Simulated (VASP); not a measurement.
# GaSb: molecular dynamics with a monitored distance, by stops when the distance exceeds

GaSb, F-43m (no. 216), 8 atoms in the cell. PBE, molecular dynamics; PAW potentials Sb, Ga (PBE set).

| Stops when the distance exceeds (Å) | Largest distance met (Å) | Steps run | Mean temperature (K) | Time (s) |
|---|---|---|---|---|
| 2.808 | 2.796 | 80 | 452 | 330 |
| 4.239 | 2.796 | 80 | 452 | 276 |

Limits: 240 fs of 8 atoms are too short for converged averages; the distance is that to the nearest periodic copy, which so small a cell caps.

## Input of the first row

INCAR:
```
GGA = PE ; PREC = Normal
ENCUT = 200 ; EDIFF = 1E-5
NELMIN = 4 ; NELM = 60
ALGO = Normal ; LREAL = Auto
LASPH = T ; ISMEAR = 0
SIGMA = 0.05 ; ISYM = 0
LWAVE = F ; LCHARG = F
IBRION = 0 ; NSW = 80
POTIM = 3.0 ; TEBEG = 600
TEEND = 600 ; ISIF = 2
MDALGO = 1 ; ANDERSEN_PROB = 0.05
RANDOM_SEED = 377602 0 0 ; VALUE_MAX = 2.808
VALUE_MIN = 1.325 ; KPAR = 2
```

KPOINTS:
```
k-points
0
Monkhorst-Pack
  2 2 2
```

ICONST:
```
R 1 8 7
```

POSCAR:
```
GaSb
1.0
    6.1180000000      0.0000000000      0.0000000000
    0.0000000000      6.1180000000      0.0000000000
    0.0000000000      0.0000000000      6.1180000000
Sb Ga
4 4
Direct
    0.2500000000      0.2500000000      0.2500000000
    0.2500000000      0.7500000000      0.7500000000
    0.7500000000      0.2500000000      0.7500000000
    0.7500000000      0.7500000000      0.2500000000
    0.0000000000      0.0000000000      0.0000000000
    0.0000000000      0.5000000000      0.5000000000
    0.5000000000      0.0000000000      0.5000000000
    0.5000000000      0.5000000000      0.0000000000
```

Commands:
```
cat potpaw_PBE.64/Sb/POTCAR potpaw_PBE.64/Ga/POTCAR > POTCAR
mpirun -np 2 vasp_std > vasp.out
```

Changes of the last row against the first:
```
- VALUE_MAX = 2.808
+ VALUE_MAX = 4.239
```

VASP 6.6.1 took 330 s on 2 cores (Intel Xeon Platinum 8259CL @ 2.50GHz (Skylake/Cascade Lake)), a shared host.
